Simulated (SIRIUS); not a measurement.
Runs of SIRIUS 7.12.0 on Au. It takes space group Fm-3m (No. 225, cubic). Conventional cell: a = 4.070 Å, b = 4.070 Å, c = 4.070 Å, α = 90.00°, β = 90.00°, γ = 90.00°. Au (site symmetry m-3m) has 12 Au at 2.88 Å as nearest neighbours. 

```csv
task,level,spin,cutoff (eV),muffin tin radii,basis cutoff (gk_cutoff),local orbitals (radial functions),smallest sphere radius times basis cutoff,reference energy of the basis,V0 of scaled cells (Å³/atom),B0 (GPa)
equation of state,PBEsol,off,168,Au 2.62 bohr,3.51 1/bohr,Au 17,9.2,-,(a),178
equation of state,PBE+D3,off,168,Au 2.62 bohr,3.51 1/bohr,-,-,-,17.22,156
equation of state,PBE+D3(BJ),off,168,Au 2.62 bohr,3.51 1/bohr,-,-,-,17.24,(b)
equation of state,WC,off,168,Au 2.62 bohr,3.51 1/bohr,Au 17,9.2,-,17.14,176
```

Alike in all rows: potentials or basis all-electron FP-LAPW, apw+lo standard; cell as given; k mesh 11 × 11 × 11; smearing fermi-dirac 0.05 eV.

Fill in the values left out.

(a) 17.00; (b) 167.

Not every run made on this cell is shown here.
